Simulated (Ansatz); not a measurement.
Write the native input for Ansatz 0.2.0 that does the following.

| Item | Value |
| --- | --- |
| Task | relaxation of cell and atoms |
| Functional | PBEsol |
| Potentials or basis | Ansatz PAW |
| Cutoff | 420 eV (not typed: the program's choice for these potentials) |
| k mesh | 9 × 9 × 5 |
| Occupations | fermi-dirac, width 0.05 eV |
| Spin | no spin polarisation |
| Hubbard terms | Cu d U = 5.3 eV |
| Hubbard projectors | ortho-atomic (the default) |
| Double counting | fll (the default) |

CuO:

```
Cu O
1.0
     2.87950    0.00000    0.00000
     0.03907    2.87928    0.00000
     0.01750    0.01724    5.17634
Cu O
2 2
Cartesian
  0.0195 1.4396 0.0000
  1.4485 0.0086 2.5882
  2.8881 0.0177 3.8817
  0.0479 2.8788 1.2947
```

The cell comes from a database or a generator and needn't be the stable form of this composition.

One way to write it, as run:

input.yaml

```yaml
crystal:
  lattice:
    - [2.8795009639, 0.0, 0.0]
    - [0.039072758, 2.8792794796, 0.0]
    - [0.0174953863, 0.0172449008, 5.1763391994]
  atoms:
    - { symbol: Cu, position: [0.0, 0.5, 0.0] }
    - { symbol: Cu, position: [0.5, 0.0, 0.5] }
    - { symbol: O, position: [0.99842397, 0.00167178, 0.7498871] }
    - { symbol: O, position: [0.00157603, 0.99832822, 0.2501129] }
hamiltonian:
  xc: pbesol
  pseudopotentials: { kind: paw }
  hubbard: { sites: [{ species: Cu, l: d, u_eff: 5.3 }] }
kpoints:
  mp_grid: { grid: [9, 9, 5] }
scf:
  occupations: { method: fermi_dirac, width: 0.05 }
output:
  forces: true
  stress: true
  eigenvalues: true
relax:
  f_tol: 0.01
  max_steps: 40
  cell: { stress_tol: 0.05 }
```

Potentials or basis: Ansatz PAW.

Launch:

```sh
$ ansatz run input.yaml --threads 2 --pin off --max-ram 5632MiB --backend cpu --events-out ev --progress --plain --runs-dir out
```

Results of the run:

```json
{
 "Relaxed volume": "10.86 Å³/atom",
 "Relaxed cell": "a = 2.913 Å, b = 2.913 Å, c = 5.118 Å, α = 89.83°, β = 89.84°, γ = 89.51°",
 "Space group after relaxing (to 0.05 Å)": "P4_2/mmc (No. 131)",
 "Energy gained by relaxing": "1.6 meV/atom",
 "Ionic steps": "7",
 "Pressure after relaxing": "0.0 GPa",
 "Band gap on the k mesh": "none (metal or under the smearing width)"
}
```

Caveat: the plane-wave basis is chosen anew once the cell has moved, so the energies of steps on either side of that aren't comparable; the pressure holds a Pulay correction of +0.7 GPa for the finite cutoff; the run has no spin polarisation, though such a crystal can be magnetic; U without spin polarisation on a metal has little footing; the PAW data sets come from PBE, with cores solved anew for the run's functional, which leaves a small shift of forces and pressure.

Run time: 71 s on 2 threads of Arm Neoverse V1, with other jobs on the host, peak memory 0.63 GiB.
